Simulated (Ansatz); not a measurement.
**Phonon dispersion of BAs**

Theory: DFT PBE, scalar-relativistic, plane waves, PAW (Ansatz 0.2.0). Plane waves to 420 eV; Γ-centred k mesh 12×12×12; fixed occupations. No spin polarisation. Phonons by linear response, acoustic sum rule imposed.

Relaxed structure:
```
CELL_PARAMETERS angstrom
0.00000 2.40469 2.40469
2.40469 0.00000 2.40469
2.40469 2.40469 0.00000
ATOMIC_POSITIONS crystal
B 0.25000 0.25000 0.25000
As 0.50000 0.50000 0.50000
```

It comes from a database structure that was distorted and then relaxed.

Force constants from linear response on a 4×4×4 q mesh.

Path: Γ–X–U | K–Γ–L–W–X. Only the points of the 4×4×4 mesh were computed; the rest is interpolation, which is rough on so few points. On the mesh no mode is imaginary. Distance along the path (Å⁻¹), then the branches (cm⁻¹, negative for imaginary; the LO field is included):
```
0.000  0 0 0 677 677 680
0.163  42 42 63 674 674 682
0.327  82 82 123 665 665 686
0.490  118 118 177 651 651 690
0.653  148 148 224 635 635 695
0.817  170 170 262 621 621 701
0.980  183 183 289 614 614 706
1.143  189 189 306 611 611 711
1.306  191 191 312 610 610 712
1.364  191 192 312 610 610 712
1.422  191 196 310 609 610 711
1.480  192 202 307 608 611 708
1.537  192 209 304 607 611 706
1.595  192 216 299 605 612 702
1.653  191 225 294 603 613 699
1.711  191 233 288 601 614 696
1.768  190 240 281 600 615 694
1.768  190 240 281 600 615 694
1.942  183 254 260 601 621 687
2.115  172 233 257 612 628 682
2.288  155 206 246 630 637 678
2.461  132 174 222 646 648 676
2.634  105 135 185 658 659 679
2.808  74 91 133 666 669 681
2.981  38 45 70 674 675 681
3.154  0 0 0 677 677 680
3.154  0 0 0 677 677 680
3.296  33 33 59 676 676 680
3.437  64 64 116 671 671 681
3.578  90 90 169 665 665 682
3.720  111 111 215 658 658 682
3.861  125 125 253 654 654 682
4.003  134 134 281 651 651 683
4.144  138 138 297 650 650 684
4.285  139 139 303 650 650 684
4.401  141 146 301 648 648 683
4.516  149 164 297 640 644 682
4.632  161 187 290 628 638 682
4.747  176 210 282 616 631 682
4.863  192 229 273 607 624 683
4.978  206 244 265 602 617 683
5.094  216 251 260 602 612 683
5.209  220 252 259 603 610 683
5.291  219 244 267 603 610 684
5.373  216 232 278 604 610 688
5.454  211 222 287 605 610 693
5.536  206 212 296 606 610 699
5.617  200 203 303 608 610 704
5.699  196 197 308 609 610 709
5.781  192 193 311 610 610 712
5.862  191 191 312 610 610 712
```
